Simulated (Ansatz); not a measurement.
InSb: the change of pressure and energy less free atoms with volume per atom

All results are calculated (Ansatz 0.2.0). Periodic Kohn-Sham DFT of a crystal at fixed atoms; pressure and stress are positive in compression; the energy is the free energy less that of spherical unpolarised free atoms; site moments are those in the method's own spheres, positive along +z.

Cell of the first row (space group F-43m, No. 216):
```
InSb
1.0
      0.0000     3.1953     3.1953
      3.1953     0.0000     3.1953
      3.1953     3.1953     0.0000
In Sb
1 1
Direct
  0.00000 0.00000 0.00000
  0.75000 0.75000 0.75000
```

Settings of every row: method all-electron LAPW; functional PBE; relativity scalar; k mesh 9x9x9; filling fermi-dirac; smearing width 0.05 eV; basis error target 0.25 meV/atom; nucleus gaussian.

Atom start moment: 0 on all atoms.

Limits: no spin-orbit coupling on heavy atoms.

Limits of some rows: small gap, it may come from the mesh (row 1).

```
row  volume per atom (Å³)  pressure (GPa)  energy less free atoms (eV/atom)
  1                32.625           5.446                           -3.4032
  2                33.304           4.243                           -3.4237
  3                33.984               ?                                 ?
  4                34.664           2.182                           -3.4506
  5                35.343           1.308                            -3.458
```

Question: what pressure and energy less free atoms should row 3 give?

Worked fit of pressure. Take u = (V_r/V)^(2/3) − 1 with V_r = 33.984 Å³ an atom, which is twice the finite (Eulerian) strain; such expansions in the strain, on which the Birch-Murnaghan equation of state is built, carry the rest volume and the bulk modulus. The shown rows have u = 0.02758, 0.01357, -0.01312, -0.0258. Least squares give pressure = 3.1574 + 77.139 × u + 211.6 × u² GPa; a straight line predicts inner rows, each left out in turn, worse (root mean square 0.087 against 0.00049 GPa). All shown rows lie on it to the printed digit. The withheld row has u = 0, so the fit gives 3.1574 + 77.139 × (0) + 211.6 × (0)² = 3.157 GPa.

The calculation gave 3.157 GPa. The fit meets it to the printed digit.

Worked fit of energy less free atoms. Take u = (V_r/V)^(2/3) − 1 with V_r = 33.984 Å³ an atom, which is twice the finite (Eulerian) strain; such expansions in the strain, on which the Birch-Murnaghan equation of state is built, carry the rest volume and the bulk modulus. The shown rows have u = 0.02758, 0.01357, -0.01312, -0.0258. Least squares give energy less free atoms = −3.43934 + 1.0062 × u + 11 × u² eV/atom; a straight line predicts inner rows, each left out in turn, worse (root mean square 0.0045 against 0.00011 eV/atom). All shown rows lie on it to the printed digit. The withheld row has u = 0, so the fit gives −3.43934 + 1.0062 × (0) + 11 × (0)² = -3.4393 eV/atom.

The calculation gave -3.4394 eV/atom. The fit lies 0.0001 eV/atom (0.18 % of the column's range) above it, one unit of the last digit.
